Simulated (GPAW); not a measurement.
The system is SiC (Moissanite).

```
Si C
1.0
     3.07600    0.00000    0.00000
    -1.53800    2.66389    0.00000
     0.00000    0.00000    5.04800
Si C
2 2
Direct
  0.66667 0.33333 0.50000
  0.33333 0.66667 0.00000
  0.66667 0.33333 0.88500
  0.33333 0.66667 0.38500
```

Base run:

```yaml
Program: GPAW 26.7.0
Functional: r4SCAN
Potentials_or_basis: GPAW PAW data sets (gpaw-data 1.2.1)
Cutoff: 800 eV
Basis: pw
k_mesh: 7 × 7 × 4
Occupations: fermi-dirac, width 0.05 eV
Spin: no spin polarisation
```

Its results: pressure 1.4 GPa.

Question: The run is repeated on the same cell with these changes: functional from r4SCAN to OLYP; potentials or basis from GPAW PAW data sets (gpaw-data 1.2.1) to PAW data sets generated in the run's folder for this functional. What comes out?

Answer: Pressure 3.6 GPa.

Caveats: the PAW data sets were made with another functional, which shifts forces and pressure a little (some runs).
